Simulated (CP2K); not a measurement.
Runs of CP2K 2026.2 on SnSe2. It takes space group P-3m1 (No. 164, trigonal). The conventional cell has a = 3.811 Å, b = 3.811 Å, c = 6.136 Å, α = 90.00°, β = 90.00°, γ = 120.00°. Around Sn (site symmetry -3m) lie 6 Se at 2.68 Å. Se (site symmetry 3m) is surrounded by 3 Sn at 2.68 Å. 

| task | level | potentials or basis | cell | k mesh | smearing | EPS_DEFAULT | k points reduced by the point group | NGRIDS | points a segment of the path (NPOINTS) | bands added on the path | gap on the mesh (eV) | pressure (GPa) | relaxed volume (Å³/atom) | largest force (eV/Å) |
| --- | --- | --- | --- | --- | --- | --- | --- | --- | --- | --- | --- | --- | --- | --- |
| band structure | r2SCAN | POTENTIAL_UZH Sn GTH-SCAN-q4, Se GTH-SCAN-q6; TZVP-MOLOPT-SCAN-GTH basis | as given | 8 × 8 × 5 | fermi-dirac 0.0259 eV | 1.0E-10 | yes | 4 | 6 | 4 | 0.97 | -0.3 | - | - |
| band structure | r2SCAN | POTENTIAL_UZH Sn GTH-SCAN-q4, Se GTH-SCAN-q6; TZVP-MOLOPT-SCAN-GTH basis | as given | 8 × 8 × 5 | fermi-dirac 0.05 eV | 1.0E-9 | yes | 4 | 6 | 2 | 0.97 | -0.3 | - | - |
| relaxation of cell and atoms | vdW-DF-cx | POTENTIAL_UZH Sn GTH-PBE-q4, Se GTH-PBE-q6; TZVP-MOLOPT-PBE-GTH basis | relaxed | 6 × 6 × 4 | fermi-dirac 0.05 eV | 1.0E-9 | - | 5 | - | - | 0.39 | 0.0 | 26.53 | 0.01 |
| relaxation of cell and atoms | PBEsol | POTENTIAL_UZH Sn GTH-PBE-q4, Se GTH-PBE-q6; TZVP-MOLOPT-PBE-GTH basis | relaxed | 6 × 6 × 4 | fermi-dirac 0.05 eV | 1.0E-9 | - | 5 | - | - | 0.39 | 0.0 | (a) | 0.01 |
| relaxation of cell and atoms | LDA | GTH_POTENTIALS Sn GTH-PADE-q4, Se GTH-PADE-q6; TZVP-MOLOPT-PBE-GTH basis | relaxed | 6 × 6 × 4 | fermi-dirac 0.05 eV | 1.0E-9 | - | 5 | - | - | 0.48 | 0.0 | 24.71 | - |

Alike in all rows: no spin polarisation.

**Question.** Fill in the values left out.

**Answer.** (a) 26.33.

Caveats: spin-orbit coupling is left out, which moves the levels of the heavy elements; the basis of atomic orbitals isn't converged, which shifts pressures, moduli and gaps; the potentials were made for another functional, which shifts forces and pressure (some runs); this functional lacks dispersion, which binds the layers, so the pressure and a relaxed spacing across them are unreliable (some runs).

A k mesh can miss the band edges, and the runs leave out spin-orbit coupling on Se, Sn.

Not every run made on this cell is shown here.
